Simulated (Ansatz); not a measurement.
## Convergence of Zn

```
Zn
1.0
     2.66480    0.00000    0.00000
    -1.33240    2.30778    0.00000
     0.00000    0.00000    4.94670
Zn
2
Direct
  0.33333 0.66667 0.25000
  0.66667 0.33333 0.75000
```

Atoms are numbered in the order listed.

The cell is COD entry 9008522, as deposited and not checked against the literature; nothing was relaxed.

All numbers below come from DFT, PBE, all-electron LAPW, scalar-relativistic (Ansatz 0.2.0).

Numerical set-up: a Γ-centred 18×18×8 k mesh, Fermi–Dirac smearing of 0.03 eV, basis error target 0.25 meV/atom, no spin polarisation. One setting is then changed at a time.

```tsv
filling	energy at zero smearing less the base's (meV/atom)	P (GPa)	cutoff chosen (eV)
Fermi–Dirac 0.03 eV (base)	0.0	-0.35	308
tetrahedron	0.1	–	308
cold 0.15 eV	-0.1	-0.36	308
Gaussian 0.05 eV	0.0	-0.35	308
Fermi–Dirac 0.15 eV	-0.3	?	308
Fermi–Dirac 0.28 eV	?	0.16	308
```

(1) Give the missing entry: row "Fermi–Dirac 0.28 eV", column "energy at zero smearing less the base's (meV/atom)".

(2) Fill in "P (GPa)" for the row "Fermi–Dirac 0.15 eV".

## Answers

(1) 1.5.

(2) -0.20.
